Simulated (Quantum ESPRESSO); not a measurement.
The system is La2O3.

```xyz
5
Lattice="6.2668 0.0000 0.0000 -3.1334 5.4272 0.0000 0.0000 0.0000 3.2998" Properties=species:S:1:pos:R:3 pbc="T T T"
La    3.1334    1.8091    1.6499
La    0.0000    3.6181    1.6499
O     3.1836    0.0000    0.0000
O    -1.5918    2.7571    0.0000
O     1.5416    2.6701    0.0000
```

The cell comes from a database or a generator and needn't be the stable form of this composition.

Base run:

* Program: Quantum ESPRESSO 7.5
* Functional: LDA
* Potentials or basis: GBRV 1.5 LDA
* Cutoff: 612 eV
* Density cutoff: 4898 eV
* k mesh: 5 × 5 × 8
* Occupations: fermi-dirac, width 0.05 eV
* Spin: no spin polarisation

Its results: band gap on the k mesh 1.39 eV, indirect (least direct gap 1.90 eV); pressure -3.0 GPa; largest force 0.072 eV/Å.

Question: The run is repeated on the same cell with these changes: functional from LDA to PBEsol; potentials or basis from GBRV 1.5 LDA to GBRV 1.5 PBEsol. What comes out?

Answer: Band gap on the k mesh 1.46 eV, indirect (least direct gap 1.97 eV); pressure -0.9 GPa; largest force 0.060 eV/Å.

Caveats: some levels on the path didn't converge; spin-orbit coupling is left out, which moves the levels of the heavy elements.

Not every run made on this cell is shown here.
